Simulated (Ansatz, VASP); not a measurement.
**Two plane-wave programs on Na**

The input INCAR:

```
SYSTEM = Na
ALGO = Fast
EDIFF = 1E-6
ENCUT = 520
GGA = PE
ISIF = 2
ISMEAR = 0
LASPH = .True.
LCHARG = .True.
LELF = .True.
LREAL = .False.
LVHAR = .True.
LWAVE = .False.
NBANDS = 22
NELM = 60
PREC = Accurate
SIGMA = 0.1
```

File KPOINTS:

```
k-points
0
Gamma
  6 6 2
  0 0 0
```

The input POSCAR:

```
Na
1.0
    3.7003831212      0.0000000000      0.0000000000
   -1.8501915606      3.2046257867      0.0000000000
    0.0000000000      0.0000000000     12.5373215400
Na
4
Direct
    0.0000000000      0.0000000000      0.0000000000
    0.3333333300      0.6666666700      0.2500000000
    0.0000000000      0.0000000000      0.5000000000
    0.6666666700      0.3333333300      0.7500000000
```

Input for Ansatz:

```yaml
crystal:
  lattice:
    - [3.7003831212, 0.0, 0.0]
    - [-1.8501915606, 3.2046257867, 0.0]
    - [0.0, 0.0, 12.53732154]
  atoms:
    - { symbol: Na, position: [0.0, 0.0, 0.0] }
    - { symbol: Na, position: [0.33333333, 0.66666667, 0.25] }
    - { symbol: Na, position: [0.0, 0.0, 0.5] }
    - { symbol: Na, position: [0.66666667, 0.33333333, 0.75] }
basis:
  ecutwfc: 420
kpoints:
  mp_grid: { grid: [6, 6, 2] }
hamiltonian:
  xc: pbe
scf:
  occupations: { method: gaussian, width: 0.1 }
output:
  forces: true
  stress: true
  eigenvalues: true
```

This isn't the form of Na at room conditions, which is bcc.

Alike in both runs: task single point; functional PBE; k mesh 6 × 6 × 2; occupations gaussian, width 0.1 eV; no spin polarisation.

|  | VASP | Ansatz |
| --- | --- | --- |
| version | VASP 6.6.1 | Ansatz 0.2.0 |
| potentials or method | VASP PAW PBE potentials, release 64 (Na_pv) | scalar-relativistic, plane waves, PAW |
| plane-wave cutoff (eV) | 520 | 420 |
| valence electrons in the cell | 28 | 36 |

```csv
,VASP,Ansatz,Ansatz less VASP
gap on the k mesh at the Fermi level (eV),none,none,-
pressure (GPa),0.0,0.0,+0.02
largest component of the traceless stress (GPa),1.05,1.05,-0.002
```

A gap of «none» marks a metal or a gap that the smearing closes. With one functional, cell and mesh, what is left measures potentials, basis and numerics. The two sets of potentials don't hold the same shells in valence.
